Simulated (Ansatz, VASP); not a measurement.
## Mg3H8 in VASP and in Ansatz

```
Mg H
1.0
     4.11565    0.00000    0.00000
    -2.05782    3.56426    0.00000
     0.00000    0.00000    7.84329
Mg H
3 8
Direct
  0.33333 0.66667 0.72105
  0.33333 0.66667 0.27895
  0.66667 0.33333 0.00000
  0.50591 0.49409 0.50000
  0.50591 0.01182 0.50000
  0.98818 0.49409 0.50000
  0.33333 0.66667 0.50000
  0.16930 0.83070 0.00000
  0.16930 0.33860 0.00000
  0.66140 0.83070 0.00000
  0.33333 0.66667 0.00000
```

Alike in both runs: functional PBE; k mesh 6 × 6 × 4; occupations gaussian, width 0.1 eV; no spin polarisation.

Ansatz relaxed the structure, and its values are those at the end. VASP's run is a single point on that final structure, the one shown.

```csv
,VASP,Ansatz
version,VASP 6.6.1,Ansatz 0.2.0
potentials or method,"VASP PAW PBE potentials, release 64 (Mg, H)","scalar-relativistic, plane waves, PAW"
plane-wave cutoff (eV),520,420
valence electrons in the cell,14,38
```

VASP gave:

```
gap on the k mesh at the Fermi level (eV) : none
pressure (GPa)                            : -0.1
rms of the force components (eV/Å)        : 0.010
```

Problem. What did Ansatz give for the same quantities?

Solution. gap on the k mesh at the Fermi level (eV): none; pressure (GPa): 0.1; rms of the force components (eV/Å): 0.008.

A gap of «none» marks a metal or a gap that the smearing closes. The two sets of potentials don't hold the same shells in valence.
